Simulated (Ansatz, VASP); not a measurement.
GaSb in VASP and in Ansatz

File POSCAR:

```
GaSb
1.0
    0.0000000000      3.0658848228      3.0658848228
    3.0658848228      0.0000000000      3.0658848228
    3.0658848228      3.0658848228      0.0000000000
Ga Sb
1 1
Direct
    0.0000000000      0.0000000000      0.0000000000
    0.2500000000      0.2500000000      0.2500000000
```

INCAR.step1

```
SYSTEM = GaSb
ALGO     = Normal         ! electronic algorithm
EDIFF    = 1E-4           ! SCF threshold, eV
ENCUT    = 520            ! plane-wave cutoff, eV
GGA      = PE             ! functional
ISMEAR   = -1             ! smearing method
LASPH    = .TRUE.         ! aspherical terms in the spheres
LCHARG   = .FALSE.        ! write CHGCAR
LREAL    = .FALSE.        ! projectors in reciprocal space
LWAVE    = .TRUE.         ! write WAVECAR
NBANDS   = 16             ! bands
NELM     = 60             ! most SCF steps
PREC     = Accurate       ! precision mode
SIGMA    = 0.02           ! smearing width, eV
```

INCAR.step2

```
SYSTEM = GaSb
ALGO     = Normal         ! electronic algorithm
EDIFF    = 1E-7           ! SCF threshold, eV
ENCUT    = 520            ! plane-wave cutoff, eV
ISIF     = 2              ! what is computed and relaxed
ISMEAR   = -1             ! smearing method
ISTART   = 1            
LASPH    = .TRUE.         ! aspherical terms in the spheres
LCHARG   = .FALSE.        ! write CHGCAR
LMIXTAU  = .TRUE.       
LREAL    = .FALSE.        ! projectors in reciprocal space
LWAVE    = .FALSE.        ! write WAVECAR
METAGGA  = R2SCAN         ! meta-GGA
NBANDS   = 16             ! bands
NELM     = 60             ! most SCF steps
PREC     = Accurate       ! precision mode
SIGMA    = 0.02           ! smearing width, eV
```

The input KPOINTS:

```
k-points
0
G
  8 8 8
  0 0 0
```

Input for Ansatz:

```yaml
crystal:
  lattice:
    - [0.0, 3.0658848228, 3.0658848228]
    - [3.0658848228, 0.0, 3.0658848228]
    - [3.0658848228, 3.0658848228, 0.0]
  atoms:
    - { symbol: Ga, position: [0.0, 0.0, 0.0] }
    - { symbol: Sb, position: [0.25, 0.25, 0.25] }
kpoints:
  mp_grid: { grid: [8, 8, 8] }
  band_path:
    path:
      - [0.0, 0.0, 0.0]
      - [-0.5, -0.5, 0.0]
      - [-0.375, -0.375, 0.25]
      - [-0.375, 0.0, 0.375]
      - [0.0, 0.0, 0.5]
      - [-0.5, -0.25, 0.25]
    npoints: 1
hamiltonian:
  xc: r2scan
scf:
  occupations: { method: fermi_dirac, width: 0.02 }
  n_extra_bands: 4
output:
  forces: true
  stress: true
  eigenvalues: true
```

Alike in both runs: task single point; functional r2SCAN; k mesh 8 × 8 × 8; occupations fermi-dirac, width 0.02 eV; no spin polarisation.

|  | VASP | Ansatz |
| --- | --- | --- |
| version | VASP 6.6.1 | Ansatz 0.2.0 |
| potentials or method | VASP PAW PBE potentials, release 64 (Ga_d, Sb) | plane waves, PAW |
| plane-wave cutoff (eV) | 520 | 500 |
| valence electrons in the cell | 18 | 28 |

```csv
,VASP,Ansatz,Ansatz less VASP
pressure (GPa),0.1,0.0,-0.10
```

The two sets of potentials don't hold the same shells in valence.

Caveats: the PAW data sets were made with another functional, which shifts forces and pressure a little (VASP); spin-orbit coupling is left out, which moves the levels of the heavy elements.
